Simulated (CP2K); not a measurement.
**K under changes of volume**

One of the cells (78.519 Å³/atom); the others are scaled copies at fixed shape and fractional positions:

```
CELL_PARAMETERS angstrom
4.67231 0.00000 0.00000
-1.55744 4.40509 0.00000
-1.55744 -2.20255 3.81492
ATOMIC_POSITIONS crystal
K 0.00000 0.00000 0.00000
```

| Item | Value |
| --- | --- |
| Program | CP2K 2026.2 |
| Functional | LDA |
| Potentials or basis | GTH_POTENTIALS K GTH-PADE-q9; TZVP-MOLOPT-PBE-GTH basis |
| Density cutoff | 6123 eV |
| k mesh | 7 × 7 × 7 |
| Occupations | fermi-dirac, width 0.05 eV |
| Spin | no spin polarisation |

```tsv
volume (Å³/atom)	energy over the lowest point (meV/atom)	pressure (GPa)
73.807	0.00	-0.6
75.378	5.71	-0.6
76.948	11.83	-0.6
78.519	18.36	-0.7
80.089	25.24	-0.7
81.659	32.43	-0.7
83.230	?	?
```

**Question.** What does the run at 83.230 Å³/atom give?

**Answer.** Energy over the lowest point 39.89 meV/atom; pressure -0.8 GPa.

Worked out: A Birch-Murnaghan fit of order 3 (a polynomial in V^(-2/3)) to the other rows has no minimum within the range. It gives 39.92 meV/atom at 83.230 Å³/atom, against the run's 39.89, and -dE/dV = -0.8 GPa, against -0.8.

Energies are extrapolated to zero smearing.

Caveats: the basis of atomic orbitals isn't converged, which shifts pressures, moduli and gaps.
